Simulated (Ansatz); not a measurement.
# A workflow on C5H5N (pyridine)

We compute a series of 30 runs (wB97X/def2-SVP, U-wB97X/def2-SVP, wB97X/def2-SVPD, U-wB97X/def2-SVPD, wB97X/def2-TZVPD, U-wB97X/def2-TZVPD, wB97X/def2-TZVPPD, U-wB97X/def2-TZVPPD, and more) of C5H5N and its partners. 

Program for the calculation: Ansatz 0.2.0.

### Step 1. The molecule

C5H5N: 11 atoms, total charge 0, spin state singlet. As SMILES, `c1ccncc1`. The coordinates come from a PBE0-D4/def2-TZVP relaxation.

Bond lengths: C1–C2 1.385 Å, C2–C3 1.387 Å, C3–N4 1.328 Å, N4–C5 1.328 Å, C1–C6 1.385 Å, C5–C6 1.387 Å, C1–H7 1.084 Å, C2–H8 1.083 Å, C3–H9 1.087 Å, C5–H10 1.087 Å, C6–H11 1.083 Å. Some angles: C1–C2–C3 118.4°, C2–C1–C6 118.5°, C2–C3–N4 123.7°, C3–N4–C5 117.3°, N4–C5–C6 123.7°, C1–C6–C5 118.4°, C1–C2–H8 121.3°, C3–C2–H8 120.3°, C2–C1–H7 120.7°, C6–C1–H7 120.7°.

### Step 2. The energy at wB97X/def2-SVP (start density atoms) (run 1)

Input file in.yaml:

```yaml
crystal:
  periodic: [false, false, false]
  atoms:
    - {symbol: C, position_ang: [-0.667720, -0.765770, -0.614490]}
    - {symbol: C, position_ang: [-0.421430, -0.964970, 0.733820]}
    - {symbol: C, position_ang: [0.365230, -0.040170, 1.405070]}
    - {symbol: N, position_ang: [0.898380, 1.030300, 0.826760]}
    - {symbol: C, position_ang: [0.654450, 1.209600, -0.466670]}
    - {symbol: C, position_ang: [-0.117950, 0.346400, -1.230180]}
    - {symbol: H, position_ang: [-1.277400, -1.465020, -1.175580]}
    - {symbol: H, position_ang: [-0.829020, -1.819610, 1.260330]}
    - {symbol: H, position_ang: [0.577170, -0.167840, 2.463300]}
    - {symbol: H, position_ang: [1.099920, 2.091180, -0.919930]}
    - {symbol: H, position_ang: [-0.281610, 0.545900, -2.282410]}
basis:
  gaussian:
    orbitals: def2-SVP
hamiltonian:
  xc: {name: wB97X}
```

Launch:

```sh
$ ansatz run in.yaml --threads 1 --pin off --max-ram 3480MiB --events-out events.jsonl --progress --plain --runs-dir runs
```

The log of the run:

```text
Warning: RAYON_NUM_THREADS=1 ignored (pool sized by the plan → 1); use --threads N
Functional definition: wB97X
  name "wB97X"
  parameter omega = 0.3/bohr
  parameter cx = 0.157706
  parameter cx1 = 0.726479
  parameter cx2 = 1.04760
  parameter cx3 = -5.70635
  parameter cx4 = 13.2794
  parameter css1 = -4.33879
  parameter css2 = 18.2308
  parameter css3 = -31.7430
  parameter css4 = 17.2901
  parameter cos1 = 2.37031
  parameter cos2 = -11.3995
  parameter cos3 = 6.58405
  parameter cos4 = -3.78132
  exchange = spin_sum(e_x_unif_sr(omega)*poly(b97_u_x, 1 - cx, cx1, cx2, cx3, cx4)) + cx*exact_x_sr(omega)
      + exact_x_lr(omega)
  correlation = spin_sum(e_c_pw_same_spin*poly(b97_u_same, 1, css1, css2, css3, css4))
      + integral(e_c_pw_opposite_spin*poly(b97_u_opposite, 1, cos1, cos2, cos3, cos4))
1252 factors; their error is unknown
280 factors; integrals over basis functions are off by at most 8.7e-6 eV
mean field evaluation 1: about -6746.7566 eV, gradient 3.2e1 eV
mean field evaluation 2: about -6748.3120 eV, gradient 2.2e1 eV
mean field evaluation 4: about -6749.3572 eV, gradient 2.0e0 eV
mean field evaluation 8: about -6749.3658 eV, gradient 1.2e-1 eV
mean field evaluation 16: about -6749.3165 eV, gradient 2.4e-4 eV
mean field -6749.31650504 eV, -248.0328067093 hartree, gradient 4.7e-5 eV, S^2 0.000000; 0 other end points of the search recorded, 0 dependent functions left out
reference -6749.31647891 eV, -248.0328057488 hartree; 21, 21 occupied and 88, 88 virtual orbitals, 1252 factors
Total energy: -6749.31647891 eV, -248.0328057488 hartree
```

It took 6.9 s on 1 thread of Intel Xeon Platinum 8488C (Sapphire Rapids), shared host; peak memory 0.27 GiB.

### Step 3. The C atom: the energy at U-wB97X/def2-SVP (start density atoms) (run 2)

Input file molecule.yaml:

```yaml
crystal:
  periodic: [false, false, false]
  atoms:
    - {symbol: C, position_ang: [0.000000, 0.000000, 0.000000]}
basis:
  gaussian:
    orbitals: def2-SVP
magnetization:
  spin_polarized: true
  initial_magnetization: 2
hamiltonian:
  xc: {name: wB97X}
```

Run the same way, it converges to -37.80174 Eh (log not shown).

Runs 3 to 26 aren't shown in full; the table further down has their settings and results.

### Step 4. The energy at SVWN5/LANL2DZ (start density atoms) (run 27)

Input file input.yaml:

```yaml
crystal:
  periodic: [false, false, false]
  atoms:
    - {symbol: C, position_ang: [-0.667720, -0.765770, -0.614490]}
    - {symbol: C, position_ang: [-0.421430, -0.964970, 0.733820]}
    - {symbol: C, position_ang: [0.365230, -0.040170, 1.405070]}
    - {symbol: N, position_ang: [0.898380, 1.030300, 0.826760]}
    - {symbol: C, position_ang: [0.654450, 1.209600, -0.466670]}
    - {symbol: C, position_ang: [-0.117950, 0.346400, -1.230180]}
    - {symbol: H, position_ang: [-1.277400, -1.465020, -1.175580]}
    - {symbol: H, position_ang: [-0.829020, -1.819610, 1.260330]}
    - {symbol: H, position_ang: [0.577170, -0.167840, 2.463300]}
    - {symbol: H, position_ang: [1.099920, 2.091180, -0.919930]}
    - {symbol: H, position_ang: [-0.281610, 0.545900, -2.282410]}
basis:
  gaussian:
    orbitals: LANL2DZ.json
hamiltonian:
  xc: {name: SVWN5}
```

The basis set LANL2DZ is read from a file made from the Basis Set Exchange's data (not shown).

Launch:

```sh
$ ansatz run input.yaml --threads 1 --pin off --max-ram 3480MiB --events-out events.jsonl --progress --plain --runs-dir runs
```

The log of the run:

```text
Warning: RAYON_NUM_THREADS=1 ignored (pool sized by the plan → 1); use --threads N
Functional definition: SVWN5
  name "SVWN5"
  exchange = slater_x
  correlation = vwn5_c
851 factors; integrals over basis functions are off by at most 5.4e-4 eV
mean field evaluation 1: about -6684.3485 eV, gradient 5.7e1 eV
mean field evaluation 2: about -6675.5301 eV, gradient 8.3e1 eV
mean field evaluation 4: about -6694.2331 eV, gradient 6.3e0 eV
mean field evaluation 8: about -6694.2651 eV, gradient 4.1e-1 eV
mean field evaluation 16: about -6694.2656 eV, gradient 4.0e-6 eV
mean field -6694.26560389 eV, -246.0097234069 hartree, gradient 4.7e-6 eV, S^2 0.000000; 0 other end points of the search recorded, 0 dependent functions left out
reference -6694.26563007 eV, -246.0097243689 hartree; 21, 21 occupied and 43, 43 virtual orbitals, 851 factors
Total energy: -6694.26563007 eV, -246.0097243689 hartree
```

It took 1.2 s on 1 thread of Intel Xeon Platinum 8488C (Sapphire Rapids), shared host; peak memory 0.12 GiB.

Runs 28 to 29 aren't shown in full; the table further down has their settings and results.

### Step 5. The triplet: a single-point energy at USVWN5/def2-mTZVP (start density atoms) (run 30)

Input file input.yaml:

```yaml
crystal:
  periodic: [false, false, false]
  atoms:
    - symbol: C
      position_ang: [-0.667720, -0.765770, -0.614490]
    - symbol: C
      position_ang: [-0.421430, -0.964970, 0.733820]
    - symbol: C
      position_ang: [0.365230, -0.040170, 1.405070]
    - symbol: N
      position_ang: [0.898380, 1.030300, 0.826760]
    - symbol: C
      position_ang: [0.654450, 1.209600, -0.466670]
    - symbol: C
      position_ang: [-0.117950, 0.346400, -1.230180]
    - symbol: H
      position_ang: [-1.277400, -1.465020, -1.175580]
    - symbol: H
      position_ang: [-0.829020, -1.819610, 1.260330]
    - symbol: H
      position_ang: [0.577170, -0.167840, 2.463300]
    - symbol: H
      position_ang: [1.099920, 2.091180, -0.919930]
    - symbol: H
      position_ang: [-0.281610, 0.545900, -2.282410]
basis:
  gaussian: {orbitals: def2-mTZVP}
total_charge: 0
magnetization: {spin_polarized: true, initial_magnetization: 2}
hamiltonian: {xc: {name: SVWN5}}
```

Launch:

```sh
$ ansatz run input.yaml --threads 1 --pin off --max-ram 3480MiB --events-out events.jsonl --progress --plain --runs-dir runs
```

The log of the run:

```text
Warning: RAYON_NUM_THREADS=1 ignored (pool sized by the plan → 1); use --threads N
[... 4 set-up lines as earlier in the session ...]
1278 factors; their error is unknown
mean field evaluation 1: about -6678.3698 eV, gradient 5.5e1 eV
mean field evaluation 2: about -6628.2182 eV, gradient 1.0e2 eV
mean field evaluation 4: about -6688.9520 eV, gradient 3.0e1 eV
mean field evaluation 8: about -6693.5451 eV, gradient 1.8e0 eV
mean field evaluation 16: about -6693.5145 eV, gradient 1.7e-3 eV
mean field evaluation 32: about -6691.2405 eV, gradient 1.9e1 eV
mean field evaluation 64: about -6689.9341 eV, gradient 9.8e-1 eV
mean field -6693.51445072 eV, -245.9821190371 hartree, gradient 6.6e-6 eV, S^2 2.004863; 10 other end points of the search recorded, 0 dependent functions left out
reference -6693.51448535 eV, -245.9821203094 hartree; 22, 20 occupied and 107, 109 virtual orbitals, 1278 factors
Total energy: -6693.51448535 eV, -245.9821203094 hartree
```

Run time: 10 s. Hardware: 1 thread of Intel Xeon Platinum 8488C (Sapphire Rapids), shared host; peak memory 0.35 GiB.

### Step 6. The series

```csv
run,level,fitting correlation,frozen core orbitals,partner,energy (Eh),wall time
1,wB97X/def2-SVP (start density atoms),–,–,base,-248.032806,6.9 s
2,U-wB97X/def2-SVP (start density atoms),–,–,atoms,-37.801741,0.26 s
3,U-wB97X/def2-SVP (start density atoms),–,–,atoms,-0.500604,0.12 s
4,U-wB97X/def2-SVP (start density atoms),–,–,atoms,-54.527044,0.26 s
5,wB97X/def2-SVPD (start density atoms),–,–,base,-248.044027,10 s
6,U-wB97X/def2-SVPD (start density atoms),–,–,atoms,-37.802346,0.28 s
7,U-wB97X/def2-SVPD (start density atoms),–,–,atoms,-0.500604,0.12 s
8,U-wB97X/def2-SVPD (start density atoms),–,–,atoms,-54.527960,0.28 s
9,wB97X/def2-TZVPD (start density atoms),–,–,base,-248.300981,20 s
10,U-wB97X/def2-TZVPD (start density atoms),–,–,atoms,-37.846052,0.38 s
11,U-wB97X/def2-TZVPD (start density atoms),–,–,atoms,-0.501393,0.14 s
12,U-wB97X/def2-TZVPD (start density atoms),–,–,atoms,-54.591645,0.4 s
13,wB97X/def2-TZVPPD (start density atoms),–,–,base,-248.303010,23 s
14,U-wB97X/def2-TZVPPD (start density atoms),–,–,atoms,-37.846052,0.38 s
15,U-wB97X/def2-TZVPPD (start density atoms),–,–,atoms,-0.501393,0.16 s
16,U-wB97X/def2-TZVPPD (start density atoms),–,–,atoms,-54.591645,0.42 s
17,"MP2/aug-cc-pVDZ (density fitting with def2-universal-jkfit, cc-pVDZ-rifit for correlation, start density atoms)",cc-pVDZ-rifit,6,base,-247.561196,2.7 s
18,"UMP2/aug-cc-pVDZ (density fitting with def2-universal-jkfit, cc-pVDZ-rifit for correlation, start density atoms)",cc-pVDZ-rifit,6,cation,-247.188134,24 s
19,"MP2/aug-cc-pVDZ (density fitting with def2-universal-jkfit, def2-SVP-rifit for correlation, start density atoms)",def2-SVP-rifit,6,base,-247.561480,2.6 s
20,"UMP2/aug-cc-pVDZ (density fitting with def2-universal-jkfit, def2-SVP-rifit for correlation, start density atoms)",def2-SVP-rifit,6,cation,-247.188376,24 s
21,"MP2/aug-cc-pVDZ (density fitting with def2-universal-jkfit, def2-TZVP-rifit for correlation, start density atoms)",def2-TZVP-rifit,6,base,-247.561109,2.7 s
22,"UMP2/aug-cc-pVDZ (density fitting with def2-universal-jkfit, def2-TZVP-rifit for correlation, start density atoms)",def2-TZVP-rifit,6,cation,-247.187998,23 s
23,SVWN5/MINI (start density atoms),–,–,base,-244.086988,0.62 s
24,USVWN5/MINI (start density atoms),–,–,triplet,-243.950344,2.4 s
25,SVWN5/MIDI (start density atoms),–,–,base,-244.622342,0.81 s
26,USVWN5/MIDI (start density atoms),–,–,triplet,-244.470470,3.3 s
27,SVWN5/LANL2DZ (start density atoms),–,–,base,-246.009724,1.2 s
28,USVWN5/LANL2DZ (start density atoms),–,–,triplet,-245.860402,4.5 s
29,SVWN5/def2-mTZVP (start density atoms),–,–,base,-246.136455,1.4 s
30,USVWN5/def2-mTZVP (start density atoms),–,–,triplet,-245.982120,10 s
```

Convergence of the total energy of singlet C5H5N with the basis set, against the last point:

| basis set | from the last (mEh) | wall time |
| --- | --- | --- |
| def2-SVP | +270.204 | 6.9 s |
| def2-SVPD | +258.983 | 10 s |
| def2-TZVPD | +2.029 | 20 s |
| def2-TZVPPD | +0.000 | 23 s |

Convergence of the electronic atomisation energy of singlet C5H5N with the basis set, against the last point:

| basis set | from the last (eV) | wall time |
| --- | --- | --- |
| def2-SVP | +0.5415 | 7.6 s |
| def2-SVPD | +0.7396 | 11 s |
| def2-TZVPD | -0.0552 | 21 s |
| def2-TZVPPD | +0.0000 | 24 s |

### Step 7. Results

| quantity | value |
| --- | --- |
| triplet, run 30: total energy | -245.98212 Eh |
| triplet, run 30: ⟨S²⟩ | 2.005 |
| electronic atomisation energy, wB97X/def2-SVP | 54.261 eV |
| electronic atomisation energy, wB97X/def2-SVPD | 54.459 eV |
| electronic atomisation energy, wB97X/def2-TZVPPD | 53.719 eV |
| vertical ionisation energy (to the doublet cation), MP2/aug-cc-pVDZ (run 19, integral approximation def2-universal-jkfit) | 10.153 eV |
| vertical ionisation energy (to the doublet cation), MP2/aug-cc-pVDZ (run 21, integral approximation def2-universal-jkfit) | 10.153 eV |
| vertical energy of the triplet above the singlet, SVWN5/MINI | 3.718 eV |
| vertical energy of the triplet above the singlet, SVWN5/MIDI | 4.133 eV |
| vertical energy of the triplet above the singlet, SVWN5/LANL2DZ | 4.063 eV |

**Reading.** At wB97X/def2-SVP: taking the molecule apart into free atoms costs 54.26 eV (5235 kJ/mol), before zero-point energy and without spin-orbit coupling. At wB97X/def2-SVPD: taking the molecule apart into free atoms costs 54.46 eV (1256 kcal/mol), before zero-point energy and without spin-orbit coupling. At wB97X/def2-TZVPPD: taking the molecule apart into free atoms costs 53.72 eV (5183 kJ/mol), before zero-point energy and without spin-orbit coupling. At MP2/aug-cc-pVDZ: the vertical ionisation energy comes to 10.15 eV (234 kcal/mol). At MP2/aug-cc-pVDZ: removing an electron at fixed nuclei costs 10.15 eV (234 kcal/mol). At SVWN5/MINI: at this shape the triplet lies 3.72 eV (86 kcal/mol) above the singlet. Totals of different functionals can't be ranked against each other. In runs 17, 19, 21 the log says that unrestricted orbitals would lower the reference, so the values rest on an unstable closed-shell determinant (other closed-shell runs at this shape may share the fault). In runs 23, 24 the basis is minimal, so the values are rough. Spin contamination of the reference: run 18 ⟨S²⟩ = 0.88, run 20 ⟨S²⟩ = 0.88, run 22 ⟨S²⟩ = 0.88. All runs together took 2.8 min, the longest 24 s.
